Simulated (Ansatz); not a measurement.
## CoSi: computed properties

Theory: Ansatz, DFT PBEsol, scalar-relativistic, plane waves, PAW.

Settings: cutoff 420 eV, Γ-centred mesh 8×8×8 on the computed 8-atom cell, Gaussian smearing of 0.10 eV; no spin polarisation.

The structure is relaxed at this level of theory with its symmetry kept.

```cif
data_structure
_symmetry_space_group_name_H-M 'P2_13'
_symmetry_Int_Tables_number 198
_cell_length_a 4.3858
_cell_length_b 4.3858
_cell_length_c 4.3858
_cell_angle_alpha 90.000
_cell_angle_beta 90.000
_cell_angle_gamma 90.000
_cell_volume 84.36
loop_
_atom_site_label
_atom_site_type_symbol
_atom_site_symmetry_multiplicity
_atom_site_Wyckoff_symbol
_atom_site_fract_x
_atom_site_fract_y
_atom_site_fract_z
_atom_site_occupancy
Co1 Co 4 a 0.14564 0.14564 0.14564 1
Si1 Si 4 a 0.84333 0.84333 0.84333 1
```

```json
{
 "Space group": "P2_13 (No. 198)",
 "Volume per atom": "71.2 bohr³",
 "Formation energy from the elements' standard states (uncorrected)": "-0.730 eV/atom",
 "Kohn–Sham band gap": "none (metal)",
 "Density of states at the Fermi level": "0.32 states/eV per cell (so small that it hangs on the mesh: a semimetal, or crossings between mesh points)",
 "Löwdin character within 0.5 eV of the Fermi level": "Co 3d 84 %, Si 3p 12 %",
 "Bulk modulus": "241 GPa",
 "Its pressure derivative": "4.8",
 "Bader charges (e)": "Co (4 in the cell) -0.51, Si (4 in the cell) 0.51"
}
```

A ferromagnetic start lost its moments in a first run, so spin was left out; other magnetic orders weren't tried.